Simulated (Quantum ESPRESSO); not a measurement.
## Sr in Quantum ESPRESSO: the effect of target pressure

Crystal: Sr.

```
Sr
1.0
     0.00000    3.04235    3.04235
     3.04235    0.00000    3.04235
     3.04235    3.04235    0.00000
Sr
1
Direct
  0.00000 0.00000 0.00000
```

Alike in all runs:

| Item | Value |
| --- | --- |
| Program | Quantum ESPRESSO 7.5 |
| Task | phonons |
| Functional | PBE |
| Potentials or basis | GBRV 1.5 PBE |
| Cutoff | 612 eV |
| Density cutoff | 4898 eV |
| k mesh | 8 × 8 × 8 |
| Occupations | cold, width 0.2 eV |
| Spin | no spin polarisation |

Each run relaxes the cell or the atoms first.

**Question.** One run gave: relaxed volume 16.14 Å³/atom; highest phonon frequency 128 cm⁻¹. Which target pressure did it use?
A. 10 GPa
B. 0 GPa
C. 25 GPa
D. 80 GPa
E. 50 GPa

**Answer.** D.

```csv
target pressure,relaxed volume (Å³/atom),highest phonon frequency (cm⁻¹)
0 GPa,54.80,96
10 GPa,35.63,151
25 GPa,26.44,167
50 GPa,19.31,133
80 GPa,16.14,128
```

Caveats: the mesh is thin for the phonons of a metal (some runs); the volume moved by over 15 % at a fixed basis, so the end points are rough (some runs); the cell is more than 3 GPa from zero pressure, which shifts response properties (some runs).
